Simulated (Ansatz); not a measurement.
# Moving the knobs of a GW run on MoTe2/MoTe2 (multilayer of trigonal-prismatic sheets)

Aim: change settings of a G0W0 run on MoTe2/MoTe2 (multilayer of trigonal-prismatic sheets) and see what moves.

Main program and level: Ansatz 0.2.0; G0W0 on PBEsol, plane waves, PAW.

### 1. Set-up

The cell holds 6 atoms: 2 Mo and 4 Te. Cell: a = 3.439 Å, b = 3.439 Å, c = 43.800 Å, α = 90.0°, β = 90.0°, γ = 120.0°. Regions: layer 1 (MoTe2), 3 atoms (1 Mo and 2 Te); layer 2 (MoTe2), 3 atoms (1 Mo and 2 Te). Vacuum lies along c.

The structure was relaxed with PBEsol-D3(BJ). The runs that relaxed it are not among those shown. Spin-orbit coupling is left out unless a step names it. The default PAW set here is soft_2. Its files were made with PBE. The Coulomb interaction is cut off across the vacuum.

### 2. The base run: 9×9×1 mesh, 596 empty bands, screening to 70 eV

Now the one-shot GW correction: screening in the RPA, then the self-energy of the levels asked for.

Contents of input.yaml:

```yaml
crystal:
  lattice:
    - [3.4387698212, 0.0, 0.0]
    - [-1.7193849106, 2.9780620229, 0.0]
    - [0.0, 0.0, 43.8]
  atoms:
    - { symbol: Mo, position: [0.3333333333, 0.6666666667, 0.4238334462] }
    - { symbol: Te, position: [0.6666666667, 0.3333333333, 0.4653560059] }
    - { symbol: Te, position: [0.6666666667, 0.3333333333, 0.3824001195] }
    - { symbol: Mo, position: [0.6666666667, 0.3333333333, 0.5761665538] }
    - { symbol: Te, position: [0.3333333333, 0.6666666667, 0.6175998805] }
    - { symbol: Te, position: [0.3333333333, 0.6666666667, 0.5346439941] }
  periodic: [true, true, false]
kpoints:
  mp_grid: { grid: [9, 9, 1] }
hamiltonian:
  xc: pbesol
scf:
  occupations: { method: fixed }
  convergence: { dr2_threshold: 1.0e-10 }
gw:
  n_empty_bands: 596
  ecut_chi: 70.0
  qp_bands: [v2, c2]
  qp_kpoints: band_edges
  screening: { model: contour_deformation }
```

Command:

```bash
> ansatz run input.yaml --threads 3 --pin off --max-ram 92160MiB --backend cuda --events-out ev --progress --plain --runs-dir out --devices 1 --max-vram 13GiB
```

Numbers of over 12 decimals in the logs are rounded to 6 here.

The log of the run:

```text
GPUs: using 1 of 1 available (devices: 1).
Engine: ansatz 0.2.0, x86_64-unknown-linux-gnu
Pseudopotentials: kind: paw
Pseudopotential: Mo, paw, valence charge 14, recommended cutoff 420 eV (normal), Mo.paw.azcp
Pseudopotential: Te, paw, valence charge 16, recommended cutoff 420 eV (normal), Te.paw.azcp
Functional definition: PBEsol
  exchange = pbesol_x
  correlation = pbesol_c
device memory: the entry about to start is reckoned to put 4.6 GiB on a device that reports 31.5 GiB free (of which the cap on the GPU budget leaves the run 13.0 GiB)
GPU FFT provider: cuFFT
GPU libraries: cuBLAS 13.8.2, cuFFT 12.4.0, cuSOLVER 12.3.4
Crystal: 6 atoms, lattice volume = 448.550 Å³
Basis set: ecut = 420 eV, 8715 PW (Γ)
Bands: 56, of which v1, the nominal top of the filled ones, is band 46 counted from 1 (45 counted from 0)
Symmetry: 12 space group operations
Space group: P-3m1 (ITA 164), of the structure as read, at distance tolerance 7.7e-5 Å
k-points: 12 of 81
Non-local potential: Mo, projectors of the file, l = 0: 3, l = 1: 2, l = 2: 2, l = 3: 1
Non-local potential: Te, projectors of the file, l = 0: 2, l = 1: 2, l = 2: 2, l = 3: 2
PAW form: soft (Blöchl's): semilocal exchange-correlation on the pseudo side does not see the compensation charge
PAW frozen core: Mo, regenerated for the run's functional, and the local potential with it (the file was generated under x = pbe(κ = 0.804, μ = 0.219515), c = pbe(β = 0.066725))
PAW frozen core: Te, regenerated for the run's functional, and the local potential with it (the file was generated under x = pbe(κ = 0.804, μ = 0.219515), c = pbe(β = 0.066725))
PAW one-centre angular grid: Mo, 590 points (default); XC on 64 Gauss nodes
PAW one-centre angular grid: Te, 590 points (default); XC on 64 Gauss nodes
Initial density: superposition of atomic densities (neutral atoms: chi_scale 0, normalization atom), corrected by the library's trained network
Initial wavefunctions: pseudopotential atomic-orbital guess
GPU buffer pool allocated for 172800 grid points (all kernels)
GPU transforms: local potential and band sums: pruned to the plane-wave sphere, on 24×24×300
Functional: x = pbesol(κ = 0.804, μ = 0.123457), c = pbesol(β = 0.046)
SCF iter   1: F=—  HF=-37402.564544 eV  |F-HF|=—  |Δ(HF+E_count)|=         —  Δρ=3.46e-3  dr2=1.17e-1  ethr=1.77e-3  ⟨swp⟩=7.5  Hψ=3049  notcnv=0  defer=87
preconditioner: auto → Resta (q_TF=auto, 2.095 Å⁻¹)  ε∞=2.9  [insulator: Δε(μ)=0.702 eV  Ē_g=7.620 eV  n_scr=28 (ndim 8)  ℏωp=10.5 eV  f_vac=0.675  ε∞_Penn≈2.9  vacuum switching on, ρ_ref=4.2e-3 e/Å³]
SCF iter   2: F=—  HF=-37402.576786 eV  |F-HF|=—  |Δ(HF+E_count)|=   1.22e-2  Δρ=2.42e-3  dr2=2.24e-1  ethr=1.27e-4  ⟨swp⟩=4.3  Hψ=1309  notcnv=0  defer=95
[...]
k-point 11: bands = [... 42 lower, -6.7034, -6.7034, -5.0415, -4.8118, -3.5490, -3.5490, -3.5220, -2.7947, ... 6 higher]
  ° read free of the cell's end (the report's vacuum.weakly_bound_levels)
--- G₀W₀: contour deformation, 7 samples at zero and on the imaginary axis and 2 off it, 81 q-points, 596 empty bands' worth ---
  eigenvalues of the whole cell's RPA ε∞ on this k-mesh (on a slab, of 1 + 4πα/V) = 1.2817, 6.9534, 6.9534; static W/v taken at q = 0 is 0.300282
  band pass: the eigensolver left bands unlocked in 1 slot; of largest residual, k=0: 1 band unlocked, the lowest band 646 (counted from 1), max residual 7.00e-4 eV over all its bands; `*` marks the rows of those k-points, and any row can be off: every row's sums read bands of every k-point
  bands read: the sum over 642 bands ends inside a degenerate multiplet in 2 slots, whose members it reads at an even weight; the widest, k=0: bands 642 to 643 (counted from 1) at 1/2 each
  gw.qp_kpoints: band_edges: 10 of 12 stored k-points solved, in 1 pass; an edge of the gap read off the rows below is read off those points alone
    valence top: of the k-points left out ik 5 came nearest to being solved in a further pass, in band 46 (counted from 1, as in the quasiparticle table): it holds the edge there only if its correction is more favourable than any solved in that band by at least 0.427 eV; those differ by 0.253 eV
    conduction bottom: of the k-points left out ik 2 came nearest to being solved in a further pass, in band 47 (counted from 1, as in the quasiparticle table): it holds the edge there only if its correction is more favourable than any solved in that band by at least 0.517 eV; those differ by 0.216 eV
    ik  band        ε_KS         Σx   Σc(E_QP)       V_xc       Z   E_QP_lin       E_QP  E_QP is
     0    45     -5.6298   -19.9481     0.9697   -19.2449  0.7190    -5.3649    -5.3633  root *
     0    46     -4.5859   -18.0475     0.4608   -17.7191  0.7347    -4.4539    -4.4535  root *
     0    47     -1.6034   -12.7165    -3.8634   -17.0659  0.7195    -1.1085    -1.1175  root *
     0    48     -1.6034   -12.7165    -3.8634   -17.0659  0.7195    -1.1085    -1.1175  root *
     1    45     -5.5905   -18.0161     1.0609   -17.0261  0.7229    -5.5196    -5.5195  root
     1    46     -4.7122   -17.7301     0.6107   -17.1984  0.7399    -4.6333    -4.6331  root
     1    47     -2.2116   -12.9976    -3.8249   -17.3622  0.7244    -1.6617    -1.6719  root
     1    48     -2.1398   -12.6461    -3.8422   -17.0138  0.7180    -1.6032    -1.6144  root
     3    45     -5.4425   -17.9758     1.1130   -16.9179  0.7244    -5.3874    -5.3872  root
     3    46     -5.3023   -18.2669     0.9826   -17.3840  0.7240    -5.2029    -5.2027  root
     3    47     -3.4860   -13.9694    -3.7794   -18.3443  0.7156    -2.8781    -2.8905  root
     3    48     -3.1626   -13.7411    -3.9285   -18.2533  0.7111    -2.5648    -2.5789  root
[...]
11    45     -5.0415   -17.6734     0.4209   -17.4451  0.7122    -4.8497    -4.8489  root
    11    46     -4.8118   -18.1853     0.2667   -18.1598  0.7120    -4.5717    -4.5706  root
    11    47     -3.5490   -15.3820    -3.8123   -19.8557  0.7056    -2.8724    -2.8876  root
    11    48     -3.5490   -15.3820    -3.8123   -19.8557  0.7056    -2.8724    -2.8876  root
[key lines of the parts left out:]
SCF converged after 13 iterations
Free energy (F): -37402.562149 eV
Fermi energy:    -4.585876 eV
```

Wall time 5.2 min (1 × NVIDIA H100 80GB HBM3 (shared by 6 runs) with 3 threads of AMD EPYC 7R13 (Zen 3), shared host); peak memory 3.3 GiB; 9.2 min of CPU time.

Numbers from this step:

- bands summed: 642
- plane waves in the screening matrix: 629
- q-points in the mesh: 81
- G0W0 gap on the mesh: 1.153 eV
- k of the valence top: 0, 0, 0
- k of the conduction bottom: 0.2222, 0.2222, 0
- starting gap on the mesh: 0.7376 eV
- Z at the valence top: 0.7347
- Z at the conduction bottom: 0.7261
- least direct G0W0 gap on the computed points: 1.683 eV

The gap on the mesh goes from 0.74 eV to 1.15 eV, a correction of +0.42 eV. Between the two edge states, bare exchange in place of the xc potential would open the gap by 4.19 eV, and correlation takes back 3.78 eV.

### 3. Variant: accuracy level

Changes to input.yaml since step 2:

```diff
@@ -14,3 +14,3 @@
 kpoints:
-  mp_grid: { grid: [9, 9, 1] }
+  mp_grid: { grid: [6, 6, 1] }
 hamiltonian:
@@ -19,6 +19,5 @@
   occupations: { method: fixed }
-  convergence: { dr2_threshold: 1.0e-10 }
 gw:
-  n_empty_bands: 596
-  ecut_chi: 70.0
+  n_empty_bands: 1018
+  ecut_chi: 100
   qp_bands: [v2, c2]
@@ -26 +25,2 @@
   screening: { model: contour_deformation }
+accuracy: low
```

The log of the run:

```text
settings of this run that can trade accuracy for cost: accuracy: low. Do not mix this run's numbers with those of runs without the same settings; the input reference describes each key
GPUs: using 1 of 1 available (devices: 1).
[...]
GPU FFT provider: cuFFT
GPU libraries: cuBLAS 13.8.2, cuFFT 12.4.0, cuSOLVER 12.3.4
Crystal: 6 atoms, lattice volume = 448.550 Å³
Basis set: ecut = 420 eV, 8715 PW (Γ)
Bands: 56, of which v1, the nominal top of the filled ones, is band 46 counted from 1 (45 counted from 0)
[... 1 set-up line as in the run before ...]
[...]
k-points: 7 of 36
[...]
GPU buffer pool allocated for 172800 grid points (all kernels)
[...]
SCF iter   1: F=—  HF=-37402.564069 eV  |F-HF|=—  |Δ(HF+E_count)|=         —  Δρ=3.49e-3  dr2=1.17e-1  ethr=1.77e-3  ⟨swp⟩=7.7  Hψ=1800  notcnv=0  defer=53
[...]
SCF iter   9: F=-37402.561576 eV  HF=-37402.561576 eV  |F-HF|=4.46e-9  |Δ(HF+E_count)|=   8.26e-8  Δρ=1.90e-6  dr2=2.18e-8  ethr=1.09e-10  ⟨swp⟩=21.9  Hψ=2425  notcnv=0
SCF 1 converged in 9 iterations: F = -37402.561576 eV  dr2 = 2.18e-8
[...]
NSCF: frozen V_eff on 7 k-points
[...]
G₀W₀ screening: q 1/7
[... further progress lines ...]
SCF converged after 9 iterations
Free energy (F): -37402.561576 eV
[...]
Internal energy: -37402.561576 eV  (E = F + TS)
E sigma→0 (E₀):  -37402.561576 eV
Fermi energy:    -4.586031 eV
[...]
--- Band table (eV; the first three rows and the last of 7) ---
  k-point 0: bands = [... 42 lower, -5.6622, -5.6296, -5.6296, -4.5860, -1.6031 (-1.6031°), -1.6031 (-1.6031°), -1.4201 (-1.4201°), -1.4201 (-1.4201°), ... 6 higher]
  k-point 1: bands = [... 42 lower, -5.9246, -5.6851, -5.6581, -5.0464, -2.7786, -2.6603, -2.4690, -2.3272, ... 6 higher]
  k-point 2: bands = [... 42 lower, -6.0457, -5.8761, -5.4412, -5.3008, -3.4852, -3.1619, -3.0708, -2.8462, ... 6 higher]
  k-point 6: bands = [... 42 lower, -6.7031, -6.7031, -5.0390, -4.8093, -3.5487, -3.5487, -3.5216, -2.7944, ... 6 higher]
  ° read free of the cell's end (the report's vacuum.weakly_bound_levels)
[...]
0    45     -5.6296   -19.9446     0.8094   -19.2442  0.7155    -5.5209    -5.5206  root
     0    46     -4.5860   -18.0249     0.2797   -17.7186  0.7314    -4.6127    -4.6127  root
     0    47     -1.6031   -12.7162    -4.0507   -17.0661  0.7164    -1.3009    -1.3040  root
     0    48     -1.6031   -12.7162    -4.0507   -17.0661  0.7164    -1.3009    -1.3040  root
     1    45     -5.6581   -17.6747     0.9821   -16.6085  0.7128    -5.7424    -5.7422  root
     1    46     -5.0464   -17.5020     0.6276   -16.7710  0.7347    -5.1501    -5.1498  root
     1    47     -2.7786   -12.8013    -3.9057   -17.0399  0.7178    -2.4413    -2.4457  root
     1    48     -2.6603   -12.8385    -3.9466   -17.1423  0.7160    -2.2978    -2.3032  root
[...]
6    45     -5.0390   -17.7340     0.3502   -17.4442  0.7078    -4.9788    -4.9787  root
     6    46     -4.8093   -18.2266     0.1805   -18.1593  0.7076    -4.6964    -4.6961  root
     6    47     -3.5487   -15.3218    -4.0226   -19.8561  0.7006    -3.0279    -3.0370  root
     6    48     -3.5487   -15.3218    -4.0226   -19.8561  0.7006    -3.0279    -3.0370  root
```

It took 2 min on 1 × NVIDIA H100 80GB HBM3 (shared by 6 runs) with 3 threads; peak memory 3.4 GiB.

The G0W0 gap on the mesh is 1.138 eV.

Against the base:

| setting | base | variant |
| --- | --- | --- |
| mesh | 9×9×1 | 6×6×1 |
| empty bands | 596 | 1018 |
| screening cutoff (eV) | 70.0 | 100 |
| accuracy | - | low |

| quantity | variant | base |
| --- | --- | --- |
| starting gap on the mesh | 0.754 | 0.738 |
| G0W0 gap on the mesh | 1.138 | 1.153 |
| least direct G0W0 gap on the computed points | 1.659 | 1.683 |
| Z at the valence top | 0.731 | 0.735 |
| Z at the conduction bottom | 0.727 | 0.726 |

### 4. Summary of results

```json
{
 "base": "1.15 eV, 5.2 min",
 "accuracy level": "1.14 eV, 2 min"
}
```

**Reading.** Accuracy level: the gap moves by −0.02 eV and the time by a factor of 0.38. The variant differs from the base in mesh, empty bands, screening cutoff and accuracy together, so the change can't be laid to one of them. All runs here use a coarse mesh and modest cutoffs; they test settings and are not final values. The mesh in the plane is coarse for a sheet; gap and any exciton binding can still move on denser ones. The many-body steps are scalar-relativistic: spin-orbit coupling is not in them.

[Paths, hosts, dates, memory and timing lines, banners, echoed tables and standing remarks are left out of the program output.]

[Logs are printed without paths, hosts, clocks, repeated set-up lines and the standing remarks that a program may print on its own settings, such as how far it seeks lower states.]

[Runs of the session that timed out or met a known fault of the program may be left out.]

[Cells called generated may have been cut or substituted from an entry of the Crystallography Open Database or the Materials Project.]

[Hosts, paths, dates, database ids (printed as entryN), source tags and the programs' standing remarks are cut or masked in the printed files.]
